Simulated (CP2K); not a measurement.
Runs of CP2K 2026.2 on Zn. Symmetry: P6_3/mmc, No. 194, hexagonal system. The conventional cell has a = 2.670 Å, b = 2.670 Å, c = 4.966 Å, α = 90.00°, β = 90.00°, γ = 120.00°. Around Zn (site symmetry -6m2) lie 12 Zn at 2.67 to 2.92 Å. 

```tsv
task	level	potentials or basis	smearing	NGRIDS	basis sets	potentials	CUTOFF of the grids	points a segment of the path (NPOINTS)	gap on the mesh (eV)	pressure (GPa)
single point	PBE	POTENTIAL_UZH Zn GTH-PBE-q12; TZVP-MOLOPT-PBE-GTH basis	fermi-dirac 0.05 eV	4	Zn TZVP-MOLOPT-PBE-GTH-q12	Zn GTH-PBE-q12 of POTENTIAL_UZH	450 Ry	-	none	-0.3
band structure	PBE	POTENTIAL_UZH Zn GTH-PBE-q12; TZVP-MOLOPT-PBE-GTH basis	fermi-dirac 0.05 eV	4	Zn TZVP-MOLOPT-PBE-GTH-q12	Zn GTH-PBE-q12 of POTENTIAL_UZH	450 Ry	6	none	-0.3
electron localisation function	r2SCAN	POTENTIAL_UZH Zn GTH-SCAN-q12; TZVP-MOLOPT-SCAN-GTH basis	methfessel-paxton 0.2 eV	5	Zn TZVP-MOLOPT-SCAN-GTH-q12	Zn GTH-SCAN-q12 of POTENTIAL_UZH	675 Ry	-	none	-5.8
single point	PBEsol	POTENTIAL_UZH Zn GTH-PBE-q12; TZVP-MOLOPT-PBE-GTH basis	fermi-dirac 0.05 eV	4	Zn TZVP-MOLOPT-PBE-GTH-q12	Zn GTH-PBE-q12 of POTENTIAL_UZH	450 Ry	-	none	(a)
band structure	LDA	GTH_POTENTIALS Zn GTH-PADE-q12; TZVP-MOLOPT-PBE-GTH basis	fermi-dirac 0.05 eV	5	Zn TZVP-MOLOPT-PBE-GTH-q12	Zn GTH-PADE-q12 of GTH_POTENTIALS	450 Ry	8	none	-8.7
```

Alike in all rows: no spin polarisation; cell as given; k mesh 11 × 11 × 6.

Question: Estimate the missing entries.

Answer: (a) -5.3.

Caveats: the basis of atomic orbitals isn't converged, which shifts pressures, moduli and gaps; the potentials were made for another functional, which shifts forces and pressure (some runs).

A k mesh can miss the band edges.

A gap of «none» marks a metal or a gap under the smearing width.

Not every run made on this cell is shown here.
